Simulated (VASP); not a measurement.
# C: optical spectrum of independent particles, by functional

C, Fd-3m (no. 227), 2 atoms in the cell.

| Functional | ε at zero frequency, electronic | Mean energy of the absorption, weighted by Im ε (eV) | Refractive index at 633 nm | Refractive index at 1064 nm | Direct gap on the mesh (eV) | Time (s) |
|---|---|---|---|---|---|---|
| HSE06 | 5.17 | 13.36 | 2.30 | 2.28 | 7.00 | 221 |
| DDH | 4.89 | 13.80 | 2.23 | 2.22 | 7.49 | 226 |
| HSEsol | 5.20 | 13.33 | 2.31 | 2.29 | 6.96 | 168 |

Limits: The 8×8×8 mesh is coarse for a spectrum: peaks stand apart that a denser mesh merges; the pull between electron and hole is left out.

## Input of the first row

INCAR.step1:
```
SYSTEM = C
  PREC = Accurate
  ENCUT = 460
  ISMEAR = 0
  SIGMA = 0.02
  EDIFF = 1E-5
  LASPH = .TRUE.
  KPAR = 4
  LWAVE = .TRUE.
  LCHARG = .FALSE.
  NBANDS = 20
```

INCAR.step2, as INCAR.step1 but for:
```
- EDIFF = 1E-5
+ EDIFF = 1E-7
+ LOPTICS = .TRUE.
+ ALGO = Normal
+ NEDOS = 2000
+ CSHIFT = 0.1
+ GGA = PE
+ LHFCALC = .TRUE.
+ HFSCREEN = 0.2
+ ISTART = 1
+ PRECFOCK = Fast
```

KPOINTS:
```
k-points
0
Gamma
  8 8 8
```

POSCAR:
```
C
1.0
    0.0000000000      1.7833700000      1.7833700000
    1.7833700000      0.0000000000      1.7833700000
    1.7833700000      1.7833700000      0.0000000000
C
2
Direct
    0.7500000000      0.7500000000      0.7500000000
    0.5000000000      0.5000000000      0.5000000000
```

Commands (each step's output is kept before the next begins):
```
cat potpaw_PBE.64/C/POTCAR > POTCAR
cp INCAR.step1 INCAR
mpirun -np 4 vasp_std > vasp.out
cp INCAR.step2 INCAR
mpirun -np 4 vasp_std > vasp.out
```

Changes of the last row against the first:
```
(step 2)
- GGA = PE
+ GGA = PS
```

VASP 6.6.1 took 221 s on 4 cores (Intel Xeon Platinum 8488C (Sapphire Rapids)), a shared host.
